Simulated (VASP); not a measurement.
Wanted: the native input for a VASP 6.6.1 run.

- Task: single point
- Functional: PBE
- Potentials or basis: VASP PAW PBE potentials, release 64 (Cd_GW, Se_GW)
- Cutoff: 400 eV
- k mesh: 4 × 4 × 4
- Occupations: gaussian, width 0.02 eV
- Spin: no spin polarisation
- Further INCAR settings: ALGO = Fast; EDIFF = 1e-07; NBANDS = 16

The structure of CdSe lies in POSCAR:

```
CdSe
1.0
    0.0000000000      2.8739580000      2.8739580000
    2.8739580000      0.0000000000      2.8739580000
    2.8739580000      2.8739580000      0.0000000000
Cd Se
1 1
Direct
    0.0000000000      0.0000000000      0.0000000000
    0.5000000000      0.5000000000      0.5000000000
```

Measurements of this composition are mostly on another form, of space group No. 186.

These files were run (other wordings do the same):

INCAR

```
PREC = Accurate ; ENCUT = 400
EDIFF = 1E-7 ; ISMEAR = 0
SIGMA = 0.02 ; LREAL = False
LASPH = True ; NELM = 80
ALGO = Fast ; ISIF = 2
LWAVE = False ; LCHARG = False
GGA = PE ; NBANDS = 16
```

KPOINTS

```
regular mesh
0
Gamma
  4 4 4
```

Potentials or basis: VASP PAW PBE potentials, release 64 (Cd_GW, Se_GW).

Launch:

```sh
$ cat potpaw_PBE.64/Cd_GW/POTCAR potpaw_PBE.64/Se_GW/POTCAR > POTCAR
$ mpirun -np 1 vasp_std > vasp.out
```

Results of the run:

| Item | Value |
| --- | --- |
| Pressure | -0.2 GPa |
| Band gap on the k mesh | none (metal or under the smearing width) |

Caveat: the k mesh is coarse (spacing up to 0.47 Å⁻¹), so the values aren't converged.

It took 15 s on 1 thread of Intel(R) Xeon(R) Platinum 8488C (Sapphire Rapids) (shared host), peak memory 0.15 GiB.
